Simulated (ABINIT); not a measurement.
# TiPt3 (Pm-3m) in ABINIT: reference runs

How does TiPt3 come out in PBEsol? The cell is run as given and disturbed.

Program: ABINIT 10.8.3 (patched build). These are calculated values, not measurements. Logs are shortened: lines on timing, memory, paths and dates and some standing lists are left out, and cuts for length are marked. The log counts tension as positive stress, the text compression.

## 1. Starting point

The structure is cubic, space group Pm-3m (No. 221). Conventional cell: a = 3.897 Å, b = 3.897 Å, c = 3.897 Å, α = 90.00°, β = 90.00°, γ = 90.00°. Around Pt (site symmetry 4/mmm) lie 8 Pt at 2.76 Å and 4 Ti at 2.76 Å. Around Ti (site symmetry m-3m) lie 12 Pt at 2.76 Å.

## 2. Single point, PBEsol (atoms moved at random, drawn with an rms of 0.05 Å)

The input, run.abi:

```
pp_dirpath "./"
pseudos "Pt.upf, Ti.upf"

acell 7.3642627077 7.3642627077 7.3642627077
rprim
     1.0000000000     0.0000000000     0.0000000000
     0.0000000000     1.0000000000     0.0000000000
     0.0000000000     0.0000000000     1.0000000000
ntypat 2
znucl 78 22
natom 4
typat 1 1 1 2
xcart
     3.6327392439     3.6494634845     0.0785693188
     3.7102112875    -0.0567416442     3.5844738661
     0.0626993327     3.7534910595     3.7484391753
    -0.0958090578     0.0391484206     0.0329918969
chkprim 0
chksymtnons 0
tolsym 1.0e-6

ecut 42.0

kptopt 1
ngkpt 7 7 7
nshiftk 1
shiftk 0.0 0.0 0.0

ixc -116133

nband 40
occopt 3
tsmear 0.05 eV

nstep 100
tolvrs 1.0e-10

iomode 3
prtwf 0
prtden 0
prteig 0
prtebands 0
enunit 2
```

Potentials or basis: PseudoDojo NC SR PBEsol v0.4.1 standard.

Run with:

```
$ abinit run.abi > log 2>&1
```

run.abo:

```text
.Version 10.8.3 of ABINIT
 Symmetries : space group P1 (#  1); Bravais aP (primitive triclinic)
================================================================================
 Values of the parameters that define the memory need of the present run
     intxc =       0    ionmov =       0      iscf =       7    lmnmax =       8
     lnmax =       8     mgfft =      45  mpssoang =       4    mqgrid =    3001
     natom =       4  nloc_mem =       1    nspden =       1   nspinor =       1
    nsppol =       1      nsym =       1    n1xccc =    2501    ntypat =       2
    occopt =       3   xclevel =       2
       mpw =        5218          nfft =       91125          nkpt =         172
================================================================================
================================================================================

--------------------------------------------------------------------------------
------------- Echo of variables that govern the present computation ------------
--------------------------------------------------------------------------------
 -outvars: echo values of preprocessed input variables --------
            acell      7.3642627077E+00  7.3642627077E+00  7.3642627077E+00 Bohr
              amu      1.95080000E+02  4.78800000E+01
          chkprim           0
      chksymtnons           0
             ecut      4.20000000E+01 Hartree
           enunit           2
                       outvar_i_n : Printing only first  50 k-points.
              ixc     -116133
                       outvar_i_n : Printing only first  50 k-points.
         kptrlatt        7    0    0      0    7    0      0    0    7
          kptrlen      5.15498390E+01
            natom           4
            nband          40
            ngfft          45      45      45
             nkpt         172
            nstep         100
             nsym           1
           ntypat           2
                       prtocc : prtvol=0, do not print more k-points.
           occopt           3
           prtden           0
        prtebands           0
           prteig           0
            prtwf           0
          spgroup           1
           tolsym      1.00000000E-06
           tolvrs      1.00000000E-10
           tsmear      1.83746611E-03 Hartree
            typat      1  1  1  2
                       outvars : Printing only first  50 k-points.
           xangst      1.9223628197E+00  1.9312129067E+00  4.1577092957E-02
                       1.9633592596E+00 -3.0026384999E-02  1.8968218817E+00
                       3.3179057981E-02  1.9862619287E+00  1.9835885867E+00
                      -5.0699969951E-02  2.0716452010E-02  1.7458559972E-02
            xcart      3.6327392439E+00  3.6494634845E+00  7.8569318800E-02
                       3.7102112875E+00 -5.6741644200E-02  3.5844738661E+00
                       6.2699332700E-02  3.7534910595E+00  3.7484391753E+00
                      -9.5809057800E-02  3.9148420600E-02  3.2991896900E-02
             xred      4.9329300000E-01  4.9556400000E-01  1.0668999996E-02
                       5.0381299999E-01 -7.7050000050E-03  4.8673900000E-01
                       8.5140000009E-03  5.0969000000E-01  5.0900400000E-01
                      -1.3009999996E-02  5.3160000062E-03  4.4799999959E-03
            znucl       78.00000   22.00000

================================================================================

 chkinp: Checking input parameters for consistency.

================================================================================
== DATASET  1 ==================================================================

--- !DatasetInfo
iteration_state: {dtset: 1, }
dimensions: {natom: 4, nkpt: 172, mband: 40, nsppol: 1, nspinor: 1, nspden: 1, mpw: 5218, }
cutoff_energies: {ecut:  42.0, pawecutdg:  -1.0, }
electrons: {nelect:   6.60000000E+01, charge:   0.00000000E+00, occopt:   3.00000000E+00, tsmear:   1.83746611E-03, }
meta: {optdriver: 0, ionmov: 0, optcell: 0, iscf: 7, paral_kgb: 0, }
...

 Real(R)+Recip(G) space primitive vectors, cartesian coordinates (Bohr,Bohr^-1):
 R(1)=  7.3642627  0.0000000  0.0000000  G(1)=  0.1357909  0.0000000  0.0000000
 R(2)=  0.0000000  7.3642627  0.0000000  G(2)=  0.0000000  0.1357909  0.0000000
 R(3)=  0.0000000  0.0000000  7.3642627  G(3)=  0.0000000  0.0000000  0.1357909
 Unit cell volume ucvol=  3.9938138E+02 bohr^3
[... 69 lines left out ...]
- [  5.0381E-01,  -7.7050E-03,   4.8674E-01, Pt]
- [  8.5140E-03,   5.0969E-01,   5.0900E-01, Pt]
- [ -1.3010E-02,   5.3160E-03,   4.4800E-03, Ti]
cartesian_forces: # hartree/bohr
- [  6.92107854E-03,  -7.68594762E-04,  -1.42141833E-02, ]
- [  3.15895381E-04,   1.20524365E-02,   1.51256041E-02, ]
- [ -1.21977760E-02,  -9.56695506E-03,   6.50198917E-04, ]
- [  4.96080210E-03,  -1.71688671E-03,  -1.56161970E-03, ]
force_length_stats: {min:   5.47685252E-03, max:   1.93428259E-02, mean:   1.40409049E-02, }
...

 Integrated electronic density in atomic spheres:
 ------------------------------------------------
 Atom  Sphere_radius  Integrated_density
    1        2.00000         14.49651543
    2        2.00000         14.49999105
    3        2.00000         14.50461658
    4        2.00000          9.43576756
================================================================================

 ----iterations are completed or convergence reached----

 Mean square residual over all n,k,spin=   54.921E-08; max=  82.410E-05
 reduced coordinates (array xred) for    4 atoms
       0.493293000004      0.495564000003      0.010668999996
       0.503812999993     -0.007705000005      0.486739000002
       0.008514000001      0.509690000002      0.509004000004
      -0.013009999996      0.005316000006      0.004479999996
 rms dE/dt=  6.3614E-02; max dE/dt=  1.0468E-01; dE/dt below (all hartree)
    1      -0.050968587515      0.005660218920      0.104677086502
    2      -0.002326283462     -0.088757223740     -0.111388815809
    3       0.089827680174      0.070453655575     -0.004788129255
    4      -0.036532596762      0.012643689951      0.011500284085

 cartesian coordinates (angstrom) at end:
    1      1.92236281972072     1.93121290670990     0.04157709295693
    2      1.96335925964811    -0.03002638499944     1.89682188173067
    3      0.03317905798116     1.98626192866805     1.98358858667911
    4     -0.05069996995145     0.02071645201031     0.01745855997210

 cartesian forces (hartree/bohr) at end:
    1      0.00692107854474    -0.00076859476200    -0.01421418331693
    2      0.00031589538054     0.01205243653567     0.01512560409797
    3     -0.01219777602054    -0.00956695506330     0.00065019891683
    4      0.00496080209526    -0.00171688671036    -0.00156161969787
 frms,max,avg= 8.6381471E-03 1.5125604E-02  -7.212E-09 -1.157E-08 -1.445E-08 h/b

 cartesian forces (eV/Angstrom) at end:
    1      0.35589616817777    -0.03952273174039    -0.73092269413986
    2      0.01624399358466     0.61976120521158     0.77778983507352
    3     -0.62723486201483    -0.49195260914178     0.03343457259678
    4      0.25509470025240    -0.08828586432941    -0.08030171353043
 frms,max,avg= 4.4419138E-01 7.7778984E-01  -3.708E-07 -5.948E-07 -7.428E-07 e/A
 length scales=  7.364262707700  7.364262707700  7.364262707700 bohr
              =  3.896999997374  3.896999997374  3.896999997374 angstroms
 Fermi (or HOMO) energy (hartree) =   0.59438   Average Vxc (hartree)=  -0.52585
 Eigenvalues (hartree) for nkpt= 172  k points:
 kpt#   1, nband= 40, wtk=  0.00292, kpt=  0.0000  0.0000  0.0000 (reduced coord)
  -3.05384   -3.05253   -3.05234   -1.53402   -1.37340   -1.37326   -1.37320   -1.36625
  -1.36612   -1.36596   -1.36034   -1.36033   -1.36022   -0.66448   -0.66445   -0.66442
   0.21497    0.31895    0.33250    0.33295    0.34380    0.34386    0.34427    0.45871
   0.45956    0.46006    0.53042    0.53110    0.57237    0.59331    0.59425    0.59462
   0.63614    0.64295    0.65170    0.65359    0.66047    0.66963    0.66999    0.67036
      occupation numbers for kpt#   1
   2.00000    2.00000    2.00000    2.00000    2.00000    2.00000    2.00000    2.00000
   2.00000    2.00000    2.00000    2.00000    2.00000    2.00000    2.00000    2.00000
   2.00000    2.00000    2.00000    2.00000    2.00000    2.00000    2.00000    2.00000
   2.00000    2.00000    2.00000    2.00000    1.99999    1.28312    1.03509    0.93467
   0.00000    0.00000    0.00000    0.00000    0.00000    0.00000    0.00000    0.00000
 prteigrs : prtvol=0 or 1, do not print more k-points.

 Fermi (or HOMO) energy (eV) =  16.17396   Average Vxc (eV)= -14.30899
 Eigenvalues (   eV  ) for nkpt= 172  k points:
 kpt#   1, nband= 40, wtk=  0.00292, kpt=  0.0000  0.0000  0.0000 (reduced coord)
 -83.09924  -83.06359  -83.05854  -41.74275  -37.37217  -37.36842  -37.36674  -37.17755
 -37.17398  -37.16976  -37.01676  -37.01640  -37.01351  -18.08150  -18.08060  -18.07967
   5.84953    8.67906    9.04787    9.05996    9.35527    9.35687    9.36794   12.48218
  12.50530   12.51894   14.43340   14.45202   15.57499   16.14485   16.17045   16.18050
  17.31021   17.49553   17.73379   17.78516   17.97237   18.22154   18.23136   18.24139
 prteigrs : prtvol=0 or 1, do not print more k-points.

--- !EnergyTerms
iteration_state     : {dtset: 1, }
comment             : Components of total free energy in Hartree
kinetic             :  1.35033594445104E+02
hartree             :  6.99255269354716E+01
xc                  : -7.96413539873263E+01
Ewald energy        : -3.42942629966416E+02
psp_core            :  1.55982582345085E+01
local_psp           : -2.73446983405110E+02
non_local_psp       :  2.43757252299249E+01
internal            : -4.51097862513844E+02
'-kT*entropy'       : -4.35531655183664E-04
total_energy        : -4.51098298045499E+02
total_energy_eV     : -1.22750100230207E+04
band_energy         : -3.50800356786146E+01
...

 Cartesian components of stress tensor (hartree/bohr^3)
  sigma(1 1)= -2.89297833E-05  sigma(3 2)= -1.97716421E-06
  sigma(2 2)= -4.22683182E-05  sigma(3 1)=  6.64252781E-06
  sigma(3 3)= -3.85548353E-05  sigma(2 1)= -2.21309010E-06

-Cartesian components of stress tensor (GPa)         [Pressure=  1.0763E+00 GPa]
- sigma(1 1)= -8.51143611E-01  sigma(3 2)= -5.81701795E-02
- sigma(2 2)= -1.24357686E+00  sigma(3 1)=  1.95429915E-01
- sigma(3 3)= -1.13432242E+00  sigma(2 1)= -6.51113587E-02

== END DATASET(S) ==============================================================
================================================================================

 -outvars: echo values of variables after computation  --------
            acell      7.3642627077E+00  7.3642627077E+00  7.3642627077E+00 Bohr
           etotal     -4.5109829805E+02
            fcart      6.9210785447E-03 -7.6859476200E-04 -1.4214183317E-02
                       3.1589538054E-04  1.2052436536E-02  1.5125604098E-02
                      -1.2197776021E-02 -9.5669550633E-03  6.5019891683E-04
                       4.9608020953E-03 -1.7168867104E-03 -1.5616196979E-03
           strten     -2.8929783311E-05 -4.2268318208E-05 -3.8554835320E-05
                      -1.9771642145E-06  6.6425278080E-06 -2.2130900984E-06
           xangst      1.9223628197E+00  1.9312129067E+00  4.1577092957E-02
                       1.9633592596E+00 -3.0026384999E-02  1.8968218817E+00
                       3.3179057981E-02  1.9862619287E+00  1.9835885867E+00
                      -5.0699969951E-02  2.0716452010E-02  1.7458559972E-02
             xred      4.9329300000E-01  4.9556400000E-01  1.0668999996E-02
                       5.0381299999E-01 -7.7050000050E-03  4.8673900000E-01
                       8.5140000009E-03  5.0969000000E-01  5.0900400000E-01
                      -1.3009999996E-02  5.3160000062E-03  4.4799999959E-03
 Calculation completed.
```

Wall time 29 min (1 thread of Arm Neoverse V2, shared host); peak memory 0.62 GiB.

Results:

```
Free energy                                           : -12275.0100 eV
Pressure                                              : 1.1 GPa
Largest force                                         : 0.995 eV/Å
Band gap on the k mesh                                : none (metal or under the smearing width)
Valence electrons inside the program's atomic spheres : Pt 14.50; Ti 9.44
```

Forces on the atoms (eV/Å):
```
Pt   0.356 -0.040 -0.731
Pt   0.016  0.620  0.778
Pt  -0.627 -0.492  0.033
Ti   0.255 -0.088 -0.080
```

The run has no spin-orbit coupling, so splittings on Pt are missing.

## 3. Single point, PBEsol

The input, run.abi:

```
# Pseudopotentials
pp_dirpath "./"
pseudos "Pt.upf, Ti.upf"

# Structure
acell 7.3642627077 7.3642627077 7.3642627077
rprim
     1.0000000000     0.0000000000     0.0000000000
     0.0000000000     1.0000000000     0.0000000000
     0.0000000000     0.0000000000     1.0000000000
ntypat 2
znucl 78 22
natom 4
typat 1 1 1 2
xred
     0.5000000000     0.5000000000     0.0000000000
     0.5000000000     0.0000000000     0.5000000000
     0.0000000000     0.5000000000     0.5000000000
     0.0000000000     0.0000000000     0.0000000000

# Plane-wave basis
ecut 1142.878222 eV

# k points
kptopt 1
ngkpt 7 7 7
nshiftk 1
shiftk 0.0 0.0 0.0

# Exchange and correlation
ixc -116133

# Bands and occupations
nband 40
occopt 3
tsmear 0.00183747

# SCF cycle
nstep 100
tolvrs 1.0e-10

# Output
iomode 3
prtwf 0
prtden 0
prteig 0
prtebands 0
enunit 2
```

Potentials or basis: PseudoDojo NC SR PBEsol v0.4.1 standard.

Run with:

```
$ abinit run.abi > log 2>&1
```

It took 3.1 min on 1 thread of Arm Neoverse V2, shared host; peak memory 0.14 GiB.

Results (log left out):

- Free energy: -12275.0851 eV
- Pressure: 0.1 GPa
- Band gap on the k mesh: none (metal or under the smearing width)
- Valence electrons inside the program's atomic spheres: Pt 14.50; Ti 9.44

Levels at points of the mesh, in eV from the Fermi level:
```csv
k point,band 30,band 31,band 32,band 33,band 34,band 35,band 36,band 37
"(0.00, 0.00, 0.00)",0.01,0.01,0.01,1.40,1.40,1.50,1.50,1.50
```
